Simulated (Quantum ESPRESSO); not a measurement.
GaN:

```xyz
2
Lattice="0.0000 2.2535 2.2535 2.2535 0.0000 2.2535 2.2535 2.2535 0.0000" Properties=species:S:1:pos:R:3 pbc="T T T"
Ga    0.0000    0.0000    0.0000
N     1.1268    1.1268    1.1268
```

The cell is a database's computed one.

```yaml
Program: Quantum ESPRESSO 7.5
Task: phonons
Functional: PBE
Potentials_or_basis: GBRV 1.5 PBE
Cutoff: 612 eV
Density_cutoff: 4898 eV
k_mesh: 8 × 8 × 8, shifted
Occupations: fermi-dirac, width 0.05 eV
Spin: no spin polarisation
Target_pressure: 20 GPa
Mixing_beta: 0.5
Most_SCF_iterations: 120
SCF_threshold: 4e-10 Ry
```

The cell and the atoms were relaxed first at 20 GPa, to 10.70 Å³/atom (a = 3.116 Å, b = 3.116 Å, c = 3.116 Å, α = 60.00°, β = 60.00°, γ = 60.00°), and the response was taken there.

The first run showed a gap, so the response started from a second, tighter run with fixed occupations.

The run gives a transverse optical frequency of 594 cm⁻¹, an electronic dielectric constant of 5.55 and Born charges of ±2.64 e.

Problem. What are the longitudinal frequency and the static dielectric constant?

Solution. The longitudinal mode lies at 776 cm⁻¹, 182 cm⁻¹ over the transverse one, and the static constant is 9.45. The two agree with the Lyddane-Sachs-Teller relation: (776/594)² = 1.71 and 9.45/5.55 = 1.70.

Caveat: the cell is more than 3 GPa from zero pressure, which shifts response properties.
